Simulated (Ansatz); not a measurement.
A relaxation computed with Ansatz, from input to last step.

```yaml
crystal:
  lattice:
    - [4.9391535601, 0.0, 0.0]
    - [-2.4695767801, 4.2774324563, 0.0]
    - [0.0, 0.0, 3.9849988951]
  atoms:
    - { symbol: Mn, position: [0.5, 0.0, 0.0], spin: 1.91 }
    - { symbol: Mn, position: [0.5, 0.5, 0.0], spin: 1.91 }
    - { symbol: Mn, position: [0.0, 0.5, 0.0], spin: 1.91 }
    - { symbol: As, position: [0.0, 0.0, 0.0] }
    - { symbol: As, position: [0.3333333333, 0.6666666667, 0.5] }
    - { symbol: As, position: [0.6666666667, 0.3333333333, 0.5] }
basis:
  ecutwfc: 420
kpoints:
  mp_grid: { grid: [6, 6, 4] }
hamiltonian:
  xc: pbe
scf:
  occupations: { method: gaussian, width: 0.1 }
  lower_state_search: "off"
output:
  forces: true
  stress: true
  eigenvalues: true
  populations: true
magnetization:
  spin_polarized: true
relax:
  adjacent_minimum: "off"
  f_tol: 0.04
  max_steps: 70
  cell: { stress_tol: 0.4 }
```

```bash
ansatz run input.yaml --threads 1 --pin off --max-ram 2560MiB --backend cpu --events-out ev --progress --plain --runs-dir out
```

Level of theory: DFT PBE, scalar-relativistic, plane waves, PAW in Ansatz 0.2.0.

Of 5 frames 5 are shown, positions in Å and forces in eV/Å; the SCF threshold varies from step to step. Steps run on the plane waves of an earlier cell, with a Pulay correction in the pressure. The basis is chosen afresh for the last frame, the zero of the energies, and at times for earlier ones too; energy and pressure step there, also at an unchanged geometry.

```xyz
6
Lattice="4.9392 0.0000 0.0000 -2.4696 4.2774 0.0000 0.0000 0.0000 3.9850" Properties=species:S:1:pos:R:3:forces:R:3 pbc="T T T" step=1 free_energy_over_end_meV_per_atom=49.04 pressure_GPa=11.09
Mn    2.4696    0.0000    0.0000    0.0000    0.0000    0.0000
Mn    1.2348    2.1387    0.0000    0.0000    0.0000    0.0000
Mn   -1.2348    2.1387    0.0000    0.0000    0.0000    0.0000
As    0.0000    0.0000    0.0000    0.0000    0.0000    0.0000
As    0.0000    2.8516    1.9925    0.0000    0.0000    0.0000
As    2.4696    1.4258    1.9925    0.0000    0.0000    0.0000
6
Lattice="5.0635 0.0000 0.0000 -2.5318 4.3851 0.0000 0.0000 0.0000 3.9735" Properties=species:S:1:pos:R:3:forces:R:3 pbc="T T T" step=2 free_energy_over_end_meV_per_atom=7.57 pressure_GPa=3.24
Mn    2.5318    0.0000    0.0000    0.0000    0.0000    0.0000
Mn    1.2659    2.1926    0.0000    0.0000    0.0000    0.0000
Mn   -1.2659    2.1926    0.0000    0.0000    0.0000    0.0000
As    0.0000    0.0000    0.0000    0.0000    0.0000    0.0000
As    0.0000    2.9234    1.9868    0.0000    0.0000    0.0000
As    2.5318    1.4617    1.9868    0.0000    0.0000    0.0000
6
Lattice="5.1281 0.0000 0.0000 -2.5640 4.4410 0.0000 0.0000 0.0000 3.9533" Properties=species:S:1:pos:R:3:forces:R:3 pbc="T T T" step=3 free_energy_over_end_meV_per_atom=1.01 pressure_GPa=0.54
Mn    2.5640    0.0000    0.0000    0.0000    0.0000    0.0000
Mn    1.2820    2.2205    0.0000    0.0000    0.0000    0.0000
Mn   -1.2820    2.2205    0.0000    0.0000    0.0000    0.0000
As    0.0000    0.0000    0.0000    0.0000    0.0000    0.0000
As    0.0000    2.9607    1.9766    0.0000    0.0000    0.0000
As    2.5640    1.4804    1.9766    0.0000    0.0000    0.0000
6
Lattice="5.1538 0.0000 0.0000 -2.5769 4.4633 0.0000 0.0000 0.0000 3.9327" Properties=species:S:1:pos:R:3:forces:R:3 pbc="T T T" step=4 free_energy_over_end_meV_per_atom=0.40 pressure_GPa=0.26
Mn    2.5769    0.0000    0.0000    0.0000    0.0000    0.0000
Mn    1.2885    2.2317    0.0000    0.0000    0.0000    0.0000
Mn   -1.2885    2.2317    0.0000    0.0000    0.0000    0.0000
As    0.0000    0.0000    0.0000    0.0000    0.0000    0.0000
As    0.0000    2.9756    1.9664    0.0000    0.0000    0.0000
As    2.5769    1.4878    1.9664    0.0000    0.0000    0.0000
6
Lattice="5.1538 0.0000 0.0000 -2.5769 4.4633 0.0000 0.0000 0.0000 3.9327" Properties=species:S:1:pos:R:3:forces:R:3 pbc="T T T" step=5 free_energy_over_end_meV_per_atom=0.00 pressure_GPa=0.30
Mn    2.5769    0.0000    0.0000    0.0000    0.0000    0.0000
Mn    1.2885    2.2317    0.0000    0.0000    0.0000    0.0000
Mn   -1.2885    2.2317    0.0000    0.0000    0.0000    0.0000
As    0.0000    0.0000    0.0000    0.0000    0.0000    0.0000
As    0.0000    2.9756    1.9664    0.0000    0.0000    0.0000
As    2.5769    1.4878    1.9664    0.0000    0.0000    0.0000
```

The start puts this composition into another compound's structure type, which needn't suit it. At the end the space group is P6/mmm (tolerance 0.05 Å).

The run took 2.4 min on 1 thread of Intel(R) Xeon(R) Platinum 8259CL CPU @ 2.50GHz (Skylake/Cascade Lake), on a shared host, peak memory 0.56 GiB.

The k mesh is coarse. Only parallel moments were tried here.